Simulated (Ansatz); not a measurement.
# LiBr: how the settings move a single-point run

How sensitive is a single-point run of LiBr to its settings? A reference run comes first, then two runs with altered input.

Method: reference: DFT, PBE, plane-wave PAW, default files, scalar-relativistic, in Ansatz 0.2.0.

## (1) Starting point

The structure is cubic, space group Fm-3m (No. 225). The conventional cell has a = 5.445 Å, b = 5.445 Å, c = 5.445 Å, α = 90.00°, β = 90.00°, γ = 90.00°. Around Li (site symmetry m-3m) lie 6 Br at 2.72 Å. Around Br (site symmetry m-3m) lie 6 Li at 2.72 Å.

As a file:

```
Li Br
1.0
     0.00000    2.72269    2.72269
     2.72269    0.00000    2.72269
     2.72269    2.72269    0.00000
Li Br
1 1
Direct
  0.00000 0.00000 0.00000
  0.50000 0.50000 0.50000
```

## (2) The reference run

File input.yaml:

```yaml
crystal:
  lattice:
    - [0.0, 2.7226905798, 2.7226905798]
    - [2.7226905798, 0.0, 2.7226905798]
    - [2.7226905798, 2.7226905798, 0.0]
  atoms:
    - { symbol: Li, position: [0.0, 0.0, 0.0] }
    - { symbol: Br, position: [0.5, 0.5, 0.5] }
kpoints:
  mp_grid: { grid: [9, 9, 9] }
scf:
  occupations: { method: fermi_dirac, width: 0.02 }
hamiltonian:
  xc: pbe
  pseudopotentials: { kind: paw }
output:
  forces: true
  stress: true
  populations: true
  efg:
    quadrupole_moments_barn: { Li: -0.0401, Br: 0.2579 }
    contact_densities: true
```

The run is started by

```console
> ansatz run input.yaml --threads 1 --pin off --max-ram 2560MiB --backend cpu --events-out ev --progress --plain --runs-dir out
```

Excerpt of the output:

```text
[...]
Basis set: ecut = 420 eV, 749 PW (Γ), exchange–correlation on 54×54×54 points (8 copies of the dense FFT grid, shifted against one another)
[...]
k-points: 35 of 729
[...]
SCF iter   1: F=—  HF=-2990.954950 eV  |F-HF|=—  |Δ(HF+E_count)|=         —  Δρ=3.55e-4  dr2=8.07e-5  ethr=1.77e-3  ⟨swp⟩=7.5  Hψ=2397  notcnv=0
preconditioner: auto → none  [insulator: Δε(μ)=5.071 eV  Ē_g=13.070 eV  σ=0.020 eV  W_gap=1.00  n_scr=8 (ndim 8)  ℏωp=16.5 eV  f_vac=0.000  D(μ)=0.00/eV (n_scr^D=0)  ε∞_Penn≈2.6]
SCF iter   2: F=—  HF=-2990.954991 eV  |F-HF|=—  |Δ(HF+E_count)|=   4.04e-5  Δρ=1.82e-4  dr2=2.11e-5  ethr=8.07e-7  ⟨swp⟩=3.4  Hψ=922  notcnv=0
[...]
SCF iter   5: F=-2990.954986 eV  HF=-2990.954986 eV  |F-HF|=1.69e-8  |Δ(HF+E_count)|=   1.50e-7  Δρ=6.31e-6  dr2=2.31e-8  ethr=4.10e-9  ⟨swp⟩=2.2  Hψ=448  notcnv=0
SCF iter   6: F=-2990.954986 eV  HF=-2990.954986 eV  |F-HF|=4.33e-10  |Δ(HF+E_count)|=   7.70e-9  Δρ=1.02e-6  dr2=5.95e-10  ethr=2.31e-10  ⟨swp⟩=2.9  Hψ=1107  notcnv=0
[...]
SCF converged after 6 iterations
Free energy (F): -2990.954986 eV
[...]
E sigma→0 (E₀):  -2990.954986 eV
Fermi energy:    4.878332 eV
[...]
  P = ⅓ Tr σ = 0.9998 GPa (9.998 kbar)
[...]
```

Run time: 2.2 s. Hardware: 1 thread of Arm Neoverse V1, shared host; peak memory 0.3 GiB.

## (3) Variant: chi_scale 0.0

Edit input.yaml of step 2 so:

```diff
@@ -12,2 +12,3 @@
   occupations: { method: fermi_dirac, width: 0.02 }
+  initial_density: { chi_scale: 0.0 }
 hamiltonian:
```

The run is started by

```console
> ansatz run input.yaml --threads 1 --pin off --max-ram 2560MiB --backend cpu --events-out ev --progress --plain --runs-dir out
```

The program printed:

```text
Warning: RAYON_NUM_THREADS=1 ignored (pool sized by the plan → 1); use --threads N
Engine: ansatz 0.2.0, aarch64-unknown-linux-gnu
Pseudopotentials: kind: paw
Pseudopotential: Li, paw, valence charge 3, recommended cutoff 420 eV (normal), Li.paw.azcp
Pseudopotential: Br, paw, valence charge 7, recommended cutoff 420 eV (normal), Br.paw.azcp
Functional definition: PBE
  parameter kappa = 0.804
  parameter beta = 0.06672455060314922
  exchange = pbe_x(kappa = kappa, mu = beta*pi^2/3)
  correlation = pbe_c(beta = beta)
Crystal: 2 atoms, lattice volume = 40.367 Å³
Basis set: ecut = 420 eV, 749 PW (Γ), exchange–correlation on 54×54×54 points (8 copies of the dense FFT grid, shifted against one another)
Bands: 9, of which v1, the nominal top of the filled ones, is band 5 counted from 1 (4 counted from 0)
Symmetry: 48 space group operations
Space group: Fm-3m (ITA 225), of the structure as read, at distance tolerance 3.4e-5 Å
k-points: 35 of 729
Non-local potential: Li, projectors of the file, l = 0: 3, l = 1: 2, l = 2: 1
Non-local potential: Br, projectors of the file, l = 0: 2, l = 1: 2, l = 2: 2
PAW form: soft (Blöchl's): semilocal exchange-correlation on the pseudo side does not see the compensation charge
PAW one-centre angular grid: Li, 110 points (default); XC on 64 Gauss nodes
PAW one-centre angular grid: Br, 110 points (default); XC on 64 Gauss nodes
Initial density: superposition of atomic densities (chi_scale 0, normalization cell)
Initial wavefunctions: pseudopotential atomic-orbital guess
Functional: x = pbe(κ = 0.804, μ = 0.2195149727645171), c = pbe(β = 0.06672455060314922)
SCF iter   1: F=—  HF=-2990.976525 eV  |F-HF|=—  |Δ(HF+E_count)|=         —  Δρ=1.65e-2  dr2=1.92e-1  ethr=3.10e-3  ⟨swp⟩=6.0  Hψ=2319  notcnv=0
preconditioner: auto → none  [insulator: Δε(μ)=5.167 eV  Ē_g=13.222 eV  σ=0.020 eV  W_gap=1.00  n_scr=8 (ndim 8)  ℏωp=16.5 eV  f_vac=0.000  D(μ)=0.00/eV (n_scr^D=0)  ε∞_Penn≈2.6]
SCF iter   2: F=—  HF=-2990.948893 eV  |F-HF|=—  |Δ(HF+E_count)|=   2.76e-2  Δρ=6.40e-3  dr2=1.09e-2  ethr=1.92e-3  ⟨swp⟩=3.0  Hψ=869  notcnv=0
SCF iter   3: F=—  HF=-2990.952698 eV  |F-HF|=—  |Δ(HF+E_count)|=   3.81e-3  Δρ=2.93e-3  dr2=2.66e-3  ethr=1.09e-4  ⟨swp⟩=2.0  Hψ=455  notcnv=0
SCF iter   4: F=—  HF=-2990.954973 eV  |F-HF|=—  |Δ(HF+E_count)|=   2.27e-3  Δρ=2.35e-4  dr2=3.73e-5  ethr=2.66e-5  ⟨swp⟩=2.0  Hψ=561  notcnv=0
SCF iter   5: F=—  HF=-2990.954986 eV  |F-HF|=—  |Δ(HF+E_count)|=   1.32e-5  Δρ=2.68e-5  dr2=4.12e-7  ethr=3.73e-7  ⟨swp⟩=2.0  Hψ=455  notcnv=0
SCF iter   6: F=-2990.954986 eV  HF=-2990.954986 eV  |F-HF|=3.47e-9  |Δ(HF+E_count)|=   1.46e-7  Δρ=3.11e-6  dr2=5.37e-9  ethr=1.00e-9  ⟨swp⟩=7.0  Hψ=1794  notcnv=0
SCF 1 converged in 6 iterations: F = -2990.954986 eV  dr2 = 5.37e-9
SCF converged after 6 iterations
Free energy (F): -2990.954986 eV
Harris-Foulkes:  -2990.954986 eV  (|F-HF|=3.47e-9)
Internal energy: -2990.954986 eV  (E = F + TS)
E sigma→0 (E₀):  -2990.954986 eV
Fermi energy:    4.878386 eV
--- Per-component energies (eV) ---
  E_band       = -99.888030
  E_kinetic    = 156.001351
  E_local      = -306.366865  (includes V_loc(G=0)·N_el)
  E_nonlocal   = 37.179813
  E_hartree    = 78.088514
  E_xc         = -276.111194
  E_vxc        = -118.537169  (∫ρ·V_xc dr)
  E_paw        = -2267.632521  (= ΣΔE_a)
  E_vpaw       = -24.342864  (= ΣTr[D̂ρ^β])
  E_aug_tail   = 0.000020  (compensation charges beyond the density's cutoff)
  E_ewald      = -412.114104
  E_smearing   = -0.000000  (= −TS)
  E_closure    = 0.000000  (closes the sum)
  Σ components = -2990.954986   (vs F -2990.954986, Δ=0.00e0)
--- Forces (eV/Å), atoms counted from 1 ---
  atom   1  Li    -0.00000000    -0.00000000     0.00000000
  atom   2  Br     0.00000000    -0.00000000    -0.00000000
  max |Σ_I F_I| component: 1.71e-29 eV/Å
--- Stress (GPa, compression-positive) ---
        0.999670       0.000000       0.000000
       -0.000000       0.999670      -0.000000
       -0.000000      -0.000000       0.999670
  P = ⅓ Tr σ = 0.9997 GPa (9.997 kbar)
--- PAW observables at the nuclei: V_zz in 10²¹ V/m², potentials from the cell's mean, atoms counted from 1 ---
  atom   1  Li V_zz =    +0.000000   η = 0.0000   by run symmetry: forbidden   C_q = -0.0000 MHz
            electrostatic potential = -166.168800 V   contact ρ = 94.285289 e/Å³
  atom   2  Br V_zz =    -0.000000   η = 0.0000   by run symmetry: forbidden   C_q = -0.0000 MHz
            electrostatic potential = -4905.665752 V   contact ρ = 293236.230998 e/Å³
--- Band table (eV; the first three rows and the last of 35) ---
  k-point 0: bands = ["-42.0304", "-11.2267", "2.3117", "2.3117", "2.3117", "7.3861", "12.8490", "12.8490", "12.8490"]
  k-point 1: bands = ["-42.0303", "-11.1726", "1.8146", "2.2758", "2.2758", "7.8282", "12.2051", "12.7710", "12.7710"]
  k-point 2: bands = ["-42.0299", "-11.0297", "0.8151", "2.1896", "2.1896", "8.3516", "11.7923", "11.7923", "12.0098"]
  k-point 34: bands = ["-42.0289", "-10.5297", "-0.0953", "0.2548", "1.1984", "10.2321", "10.8583", "11.4537", "12.5634"]
--- Löwdin populations: 2 sites ---
  site symbol       q [e]
     0     Li      2.3798
     1     Br      7.5539
  spilling = 0.006629 (of n_electrons = 10.000000)
```

It took 2.2 s on 1 thread of Arm Neoverse V1, shared host; peak memory 0.29 GiB.

Energy and cycle count are those of the reference, so the change (start) left the result and the number of cycles as they were.

## (4) Changing settings: symmetry.detect false, occupations.method methfessel_paxton, occupations.width 0.3, dispersion d3bj

Edit input.yaml of step 2 so:

```diff
@@ -8,2 +8,3 @@
     - { symbol: Br, position: [0.5, 0.5, 0.5] }
+  symmetry: { detect: false }
 kpoints:
@@ -11,3 +12,3 @@
 scf:
-  occupations: { method: fermi_dirac, width: 0.02 }
+  occupations: { method: methfessel_paxton, width: 0.3 }
 hamiltonian:
@@ -15,2 +16,3 @@
   pseudopotentials: { kind: paw }
+  dispersion: d3bj
 output:
```

The run is started by

```console
> ansatz run input.yaml --threads 1 --pin off --max-ram 2560MiB --backend cpu --events-out ev --progress --plain --runs-dir out
```

The program printed:

```text
Warning: RAYON_NUM_THREADS=1 ignored (pool sized by the plan → 1); use --threads N
[... 9 set-up lines as earlier in the session ...]
Crystal: 2 atoms, lattice volume = 40.367 Å³
Basis set: ecut = 420 eV, 749 PW (Γ), exchange–correlation on 54×54×54 points (8 copies of the dense FFT grid, shifted against one another)
Bands: 9, of which v1, the nominal top of the filled ones, is band 5 counted from 1 (4 counted from 0)
Symmetry: 1 space group operations
k-points: 365 of 729 (time reversal used)
[... 5 set-up lines as earlier in the session ...]
Initial density: superposition of atomic densities (neutral atoms: chi_scale 0, normalization atom), corrected by the library's trained network
[... 2 set-up lines as earlier in the session ...]
SCF iter   1: F=—  HF=-2991.450561 eV  |F-HF|=—  |Δ(HF+E_count)|=         —  Δρ=3.43e-4  dr2=7.44e-5  ethr=1.77e-3  ⟨swp⟩=6.4  Hψ=21947  notcnv=0
preconditioner: auto → none  [insulator: Δε(μ)=5.071 eV  Ē_g=13.071 eV  σ=0.300 eV  W_gap=1.00  n_scr=8 (ndim 8)  ℏωp=16.5 eV  f_vac=0.000  D(μ)=-0.00/eV (n_scr^D=0)  ε∞_Penn≈2.6]
SCF iter   2: F=—  HF=-2991.450589 eV  |F-HF|=—  |Δ(HF+E_count)|=   2.78e-5  S|Δr|=    0.00e0  Δρ=1.93e-4  dr2=2.42e-5  ethr=7.44e-7  ⟨swp⟩=3.3  Hψ=9036  notcnv=0
SCF iter   3: F=—  HF=-2991.450591 eV  |F-HF|=—  |Δ(HF+E_count)|=   2.49e-6  S|Δr|=    0.00e0  Δρ=1.81e-4  dr2=2.10e-5  ethr=2.42e-7  ⟨swp⟩=2.0  Hψ=4745  notcnv=0
SCF iter   4: F=—  HF=-2991.450585 eV  |F-HF|=—  |Δ(HF+E_count)|=   6.38e-6  S|Δr|=    0.00e0  Δρ=8.47e-5  dr2=4.54e-6  ethr=2.10e-7  ⟨swp⟩=1.3  Hψ=3649  notcnv=0
SCF iter   5: F=—  HF=-2991.450583 eV  |F-HF|=—  |Δ(HF+E_count)|=   1.55e-6  S|Δr|=    0.00e0  Δρ=2.59e-5  dr2=4.21e-7  ethr=4.54e-8  ⟨swp⟩=2.0  Hψ=4647  notcnv=0
SCF iter   6: F=-2991.450583 eV  HF=-2991.450583 eV  |F-HF|=1.35e-8  |Δ(HF+E_count)|=   1.50e-7  S|Δr|=    0.00e0  Δρ=5.53e-6  dr2=1.88e-8  ethr=1.00e-9  ⟨swp⟩=4.2  Hψ=18369  notcnv=0
SCF 1 converged in 6 iterations: F = -2991.450583 eV  dr2 = 1.88e-8
SCF converged after 6 iterations
Stability not checked: this state was not tested for a lower state beside it, because cold or Methfessel-Paxton smearing, or corrected tetrahedra, fill the levels in a way that the test cannot read (fill_not_monotonic; see scf.lower_state_search)
Free energy (F): -2991.450583 eV
Harris-Foulkes:  -2991.450583 eV  (|F-HF|=1.35e-8)
Internal energy: -2991.450583 eV  (E = F + TS)
E sigma→0 (E₀):  -2991.450583 eV
Fermi energy:    4.874723 eV
Step filling:    the computed levels leave a gap of 5.0735 eV = 16.9 smearing widths at the electron count; against every level under it full and every level over it empty, smearing changes F+E_penalty+E_count by +8.34e-32 meV and its σ→0 estimate by -2.92e-30 meV
--- Per-component energies (eV) ---
  E_band       = -99.889050
  E_kinetic    = 156.002994
  E_local      = -306.369855  (includes V_loc(G=0)·N_el)
  E_nonlocal   = 37.180779
  E_hartree    = 78.089667
  E_xc         = -276.111941
  E_vxc        = -118.538001  (∫ρ·V_xc dr)
  E_paw        = -2267.632547  (= ΣΔE_a)
  E_vpaw       = -24.342809  (= ΣTr[D̂ρ^β])
  E_aug_tail   = 0.000020  (compensation charges beyond the density's cutoff)
  E_ewald      = -412.114104
  E_disp       = -0.495597  (pairwise vdW)
  E_smearing   = 0.000000  (= −TS)
  E_closure    = -0.000000  (closes the sum)
  Σ components = -2991.450583   (vs F -2991.450583, Δ=0.00e0)
--- Forces (eV/Å), atoms counted from 1 ---
  atom   1  Li    -0.00000012     0.00000005     0.00000011
  atom   2  Br    -0.00000007     0.00000000     0.00000003
  max |Σ_I F_I| component: 1.91e-7 eV/Å
--- Stress (GPa, compression-positive) ---
       -1.040262       0.000001      -0.000000
        0.000001      -1.040277      -0.000001
       -0.000000      -0.000001      -1.040270
  P = ⅓ Tr σ = -1.0403 GPa (-10.403 kbar)
--- PAW observables at the nuclei: V_zz in 10²¹ V/m², potentials from the cell's mean, atoms counted from 1 ---
  atom   1  Li V_zz =    +0.000000   η = 0.7466   by run symmetry: not_imposed   C_q = -0.0000 MHz
            electrostatic potential = -166.168561 V   contact ρ = 94.285169 e/Å³
  atom   2  Br V_zz =    +0.000037   η = 0.3873   by run symmetry: not_imposed   C_q = +0.0002 MHz
            electrostatic potential = -4905.666515 V   contact ρ = 293236.235081 e/Å³
--- Band table (eV; the first three rows and the last of 365) ---
  k-point 0: bands = ["-42.0302", "-11.2269", "2.3115", "2.3115", "2.3115", "7.3861", "12.8490", "12.8490", "12.8490"]
  k-point 1: bands = ["-42.0300", "-11.1728", "1.8144", "2.2756", "2.2756", "7.8282", "12.2050", "12.7709", "12.7709"]
  k-point 2: bands = ["-42.0297", "-11.0300", "0.8150", "2.1894", "2.1894", "8.3515", "11.7923", "11.7923", "12.0098"]
  k-point 364: bands = ["-42.0289", "-10.6901", "-0.6095", "1.6132", "1.9572", "8.4697", "10.4017", "10.6962", "14.0216"]
--- Löwdin populations: 2 sites ---
  site symbol       q [e]
     0     Li      2.3798
     1     Br      7.5539
  spilling = 0.006628 (of n_electrons = 10.000000)
```

Wall time 19 s (1 thread of Arm Neoverse V1, shared host); peak memory 0.47 GiB.

The energy moves by -247.8 meV/atom, nearly all of it the dispersion term itself (-247.8 meV/atom); that offset belongs to the model and is no gain or loss of stability; the pressure goes from 1.0 to -1.0 GPa.

## (5) All runs together

```csv
run,ending,energy change,pressure (GPa),gap (eV),force (eV/Å),cycles,time
reference,converged,0,1.0,5.07,0.00,6,2.2 s
1: chi_scale 0.0,converged,0.0 meV/atom,1.0,5.07,0.00,6,2.2 s
"2: symmetry.detect false, occupations.method methfessel_paxton, occupations.width 0.3, dispersion d3bj",converged,-247.8 meV/atom (σ→0) (offset of the dispersion model),-1.0,5.07,0.00,6,19 s
```

Residual by cycle in the longest SCF loop of each run; runs are numbered as in the table. The quantity is the density residual dr2, in eV.

```csv
cycle,reference,run 1,run 2
1,8.1e-5,0.192,7.4e-5
2,2.1e-5,0.0109,2.4e-5
3,1.0e-5,0.00266,2.1e-5
4,4.1e-7,3.7e-5,4.5e-6
5,2.3e-8,4.1e-7,4.2e-7
6,6.0e-10,5.4e-9,1.9e-8
```

«chi_scale 0.0» leaves the energy as it was. Of the variants the dearest is «symmetry.detect false, occupations.method methfessel_paxton, occupations.width 0.3, dispersion d3bj» (19 s), the cheapest «chi_scale 0.0» (2.2 s), on a shared host.

These are semilocal Kohn-Sham gaps, which aren't the measured quantity. Such gaps usually fall short of the measured ones.
